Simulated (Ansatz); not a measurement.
# B: the cost of one run

Computed with Ansatz 0.2.0 (DFT PBEsol, scalar-relativistic, plane waves, PAW, unless a step's input says otherwise).

### 1 The starting structure

It takes space group I4/mmm (No. 139, tetragonal). The conventional cell has a = 2.122 Å, b = 2.122 Å, c = 3.228 Å, α = 90.00°, β = 90.00°, γ = 90.00°. B (site symmetry 4/mmm) is surrounded by 12 B at 2.12 to 2.20 Å.

As a file:

```xyz
1
Lattice="-1.0608 1.0608 1.6139 1.0608 -1.0608 1.6139 1.0608 1.0608 -1.6139" Properties=species:S:1:pos:R:3 pbc="T T T"
B     0.0000    0.0000    0.0000
```

This is candidate A: indium (bct) type (I4/mmm, No. 139).

(A quick probe on a coarse mesh, which set the mesh and smearing, is not shown.)

### 3 Rough relaxation on the coarse mesh (candidate A)

input.yaml

```yaml
crystal:
  lattice:
    - [-1.0608405422, 1.0608405422, 1.6139141281]
    - [1.0608405422, -1.0608405422, 1.6139141281]
    - [1.0608405422, 1.0608405422, -1.6139141281]
  atoms:
    - { symbol: B, position: [0.0, 0.0, 0.0] }
basis:
  ecutwfc: 420
kpoints:
  mp_grid: { grid: [10, 10, 10] }
hamiltonian:
  xc: pbesol
scf:
  occupations: { method: gaussian, width: 0.1 }
  lower_state_search: "off"
output:
  forces: true
  stress: true
  eigenvalues: true
relax:
  adjacent_minimum: "off"
  f_tol: 0.04
  max_steps: 70
  cell: { stress_tol: 0.4 }
```

**Question.** How long does this run take on 1 thread of an x86-64 CPU, shared host, and how much memory does it need?

About 2.8 s, with a peak of 0.4 GiB.
